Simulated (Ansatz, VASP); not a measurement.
# One calculation of HgSe, two programs

```
Hg Se
1.0
     0.00000    3.09633    3.09633
     3.09633    0.00000    3.09633
     3.09633    3.09633    0.00000
Hg Se
1 1
Cartesian
  0.0000 0.0000 0.0000
  4.6445 4.6445 4.6445
```

The cell is a database's computed one.

Alike in both runs: task single point; functional PBE; k mesh 6 × 6 × 6; occupations gaussian, width 0.1 eV; no spin polarisation.

```csv
,VASP,Ansatz
version,VASP 6.6.1,Ansatz 0.2.0
potentials or method,"VASP PAW PBE potentials, release 64 (Hg, Se)","scalar-relativistic, plane waves, PAW"
plane-wave cutoff (eV),520,420
valence electrons in the cell,18,36
```

Ansatz gave:

| Item | Value |
| --- | --- |
| gap on the k mesh at the Fermi level (eV) | none |
| pressure (GPa) | 1.5 |

Q: Which values does VASP return?

A: gap on the k mesh at the Fermi level (eV): none; pressure (GPa): 1.8.

A gap of «none» marks a metal or a gap that the smearing closes. The two sets of potentials don't hold the same shells in valence.

The runs have no spin-orbit coupling, so splittings on Hg are missing.
